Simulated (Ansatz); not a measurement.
Crystal: Au.

```xyz
2
Lattice="2.9000 0.0000 0.0000 -1.4500 2.5115 0.0000 0.0000 0.0000 4.8800" Properties=species:S:1:pos:R:3 pbc="T T T"
Au    1.4500    0.8372    1.2200
Au    0.0000    1.6743    3.6600
```

This isn't the form of Au at room conditions, which is fcc.

Base run:

```yaml
Program: Ansatz 0.2.0
Functional: PBEsol
Potentials_or_basis: all-electron LAPW, scalar-relativistic
Cutoff: 245 eV
Density_cutoff: 980 eV
Basis_error_allowed: 0.001 eV/atom
k_mesh: 11 × 11 × 6
Occupations: fermi-dirac, width 0.05 eV
Spin: no spin polarisation
```

Its results: pressure -6.5 GPa.

Q: The run is repeated on the same cell with these changes: k mesh from 11 × 11 × 6 to 8 × 8 × 4. What comes out?

A: Pressure -5.9 GPa.

Caveats: the k mesh is thin for a metal, which can move the energy by tens of meV per atom (some runs).

Not every run made on this cell is shown here.
